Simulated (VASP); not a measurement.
# KCl: convergence, self-consistent run

KCl, I4mm (no. 107), 2 atoms in the cell. PBEsol; PAW potentials K_sv, Cl (PBE set). VASP 6.6.1. The cell is changed on purpose: last atom moved by 0.05 Å along z, cell strained by +1.5% along z.

Wanted: stress within 0.2 GPa.

What the run is for: stress; Accuracy asked: standard.

POSCAR:
```
KCl
1.0
    0.0000000000      3.1464700000      3.1936670500
    3.1464700000      0.0000000000      3.1936670500
    3.1464700000      3.1464700000      0.0000000000
K Cl
1 1
Direct
    0.0000000000      0.0000000000      0.0000000000
    0.5079454100      0.5079454100      0.4920545900
```

The series start from Plane-wave cutoff (eV): 340; k-point mesh: 6 × 6 × 6; Precision mode (PREC): Accurate; Electronic threshold (eV): 1e-6; Bands in all (NBANDS): 18; Aspherical gradient terms in the spheres (LASPH): yes; Electronic algorithm: ALGO=Normal; Use of symmetry (ISYM): defaults; Placing of the Fermi level (EFERMI): EFERMI=MIDGAP. Each series keeps the choices made before it, and each single choice may use up half of a tolerance.

## Plane-wave cutoff (eV)

| Plane-wave cutoff (eV) | Stress, largest deviation (GPa) | SCF iterations | Time (s) |
|---|---|---|---|
| 210 | 4.76 | 13 | 4.4 |
| 260 | 1.07 | 13 | 4.3 |
| 300 | 0.32 | 13 | 8.7 |
| 340 | 0.07 | 13 | 8.8 |
| 390 | 0.02 | 13 | 11 |
| 460 | 0.05 | 13 | 9.0 |
| 550 | 0.02 | 13 | 13 |
| 690 (reference) | 0.00 | 13 | 21 |

Chosen: 340, the loosest value from which every tighter one stays within half of the tolerance.

## k-point mesh

| k-point mesh | Stress, largest deviation (GPa) | SCF iterations | Time (s) |
|---|---|---|---|
| 2 × 2 × 2 | 0.42 | 14 | 2.7 |
| 3 × 3 × 3 | 0.03 | 13 | 3.0 |
| 4 × 4 × 4 | 0.00 | 13 | 4.5 |
| 5 × 5 × 5 | 0.00 | 13 | 5.6 |
| 6 × 6 × 6 | 0.00 | 13 | 8.8 |
| 8 × 8 × 8 | 0.00 | 13 | 14 |
| 10 × 10 × 10 | 0.00 | 13 | 23 |
| 12 × 12 × 12 (reference) | 0.00 | 13 | 37 |

Chosen: 3 × 3 × 3.

## Precision mode (PREC)

| Precision mode (PREC) | Stress, largest deviation (GPa) | SCF iterations | Time (s) |
|---|---|---|---|
| SingleN | 0.01 | 13 | 1.8 |
| Normal | 0.00 | 13 | 2.0 |
| Single | 0.01 | 13 | 2.5 |
| Accurate (reference) | 0.00 | 13 | 3.0 |

Chosen: SingleN.

## Electronic threshold (eV)

| Electronic threshold (eV) | Stress, largest deviation (GPa) | SCF iterations | Time (s) |
|---|---|---|---|
| 0.001 | 0.10 | 9 | 1.3 |
| 0.0001 | 0.02 | 11 | 1.5 |
| 1e-5 | 0.01 | 11 | 1.6 |
| 1e-6 | 0.00 | 13 | 1.8 |
| 1e-7 | 0.00 | 15 | 2.1 |
| 1e-8 (reference) | 0.00 | 15 | 2.0 |

Chosen: 0.0001.

## Bands in all (NBANDS)

| Bands in all (NBANDS) | Stress, largest deviation (GPa) | SCF iterations | Time (s) |
|---|---|---|---|
| 9 | 0.04 | 11 | 1.3 |
| 10 | 0.06 | 11 | 1.3 |
| 12 | 0.06 | 11 | 1.3 |
| 14 | 0.08 | 11 | 1.4 |
| 18 | 0.03 | 11 | 1.5 |
| 28 (reference) | 0.00 | 11 | 1.8 |

Chosen: 9.

## Aspherical gradient terms in the spheres (LASPH)

| Aspherical gradient terms in the spheres (LASPH) | Stress, largest deviation (GPa) | SCF iterations | Time (s) |
|---|---|---|---|
| no | 0.00 | 11 | 0.7 |
| yes (reference) | 0.00 | 11 | 1.3 |

Chosen: no.

## Electronic algorithm

| Electronic algorithm | Stress, largest deviation (GPa) | SCF iterations | Time (s) |
|---|---|---|---|
| ALGO=Normal | 0.00 | 11 | 0.7 |
| ALGO=Fast | 0.07 | 14 | 0.8 |
| ALGO=VeryFast | 0.04 | 20 | 1.0 |
| ALGO=All ISEARCH=1 | 0.01 | 14 | 0.8 |
| ALGO=All ISEARCH=0 | 0.01 | 14 | 0.8 |
| ALGO=Damped TIME=0.4 | 0.05 | 17 | 0.9 |
| ALGO=Damped TIME=0.1 | 0.01 | 27 | 1.1 |
| ALGO=Old Fast | 0.05 | 11 | 0.7 |

Chosen: ALGO=Normal; no other choice that stays within half of the tolerance saves 30 % of the time.

## Use of symmetry (ISYM)

| Use of symmetry (ISYM) | Stress, largest deviation (GPa) | SCF iterations | Time (s) |
|---|---|---|---|
| defaults | 0.00 | 11 | 0.7 |
| ISYM=1 | 0.00 | 11 | 0.7 |
| ISYM=0 | 0.00 | 11 | 1.2 |
| ISYM=-1 | 0.00 | 11 | 1.7 |

Chosen: defaults.

## Placing of the Fermi level (EFERMI)

| Placing of the Fermi level (EFERMI) | Stress, largest deviation (GPa) | SCF iterations | Time (s) |
|---|---|---|---|
| EFERMI=MIDGAP | 0.00 | 11 | 0.7 |
| EFERMI=LEGACY | 0.00 | 11 | 0.8 |

Chosen: EFERMI=MIDGAP.

## All choices together

| Input | Stress, largest deviation (GPa) | Time (s) |
|---|---|---|
| the program's defaults (naive) | 1.02 | 1.6 |
| chosen settings | 0.05 | 0.7 |
| reference settings throughout | 0.00 | 175 |

The tolerance is met.

Values of the reference run: Stress: -0.4241, 0, 0, 0, -0.4241, 0, 0, 0, -0.8035 GPa.

## The input

INCAR:
```
SYSTEM = KCl
GGA = PS
ISMEAR = 0
SIGMA = 0.03
LWAVE = .False.
LCHARG = .False.
ISIF = 2
PREC = SingleN
LASPH = .False.
LREAL = .False.
ALGO = Normal
EDIFF = 1E-4
NELM = 120
GGA_COMPAT = .False.
ENCUT = 340
EFERMI = MIDGAP
NBANDS = 9
```

KPOINTS:
```
Automatic mesh
0
Gamma
  3 3 3
  0 0 0
```

Commands:
```
cat potpaw_PBE.64/K_sv/POTCAR potpaw_PBE.64/Cl/POTCAR > POTCAR
mpirun -np 1 vasp_std > vasp.out
```

The chosen input took VASP 6.6.1 0.7 s on 1 core (Intel Xeon 6975P-C (Granite Rapids)), a shared host.

## An input that fails: too few bands

VASP's message: The number of bands is not sufficient to hold all electrons. I am sorry, but this calculation does not make sense. If you want to calculate only selected states, you need to set either EFERMI or EREF. EREF specifies around which energy states are supposed to be calculated. I found NBANDS = 7, NELECT = ….

Changes against the starting input:
```
- NELM = 120
- NBANDS = 18
+ NELM = 64
+ NBANDS = 7
```
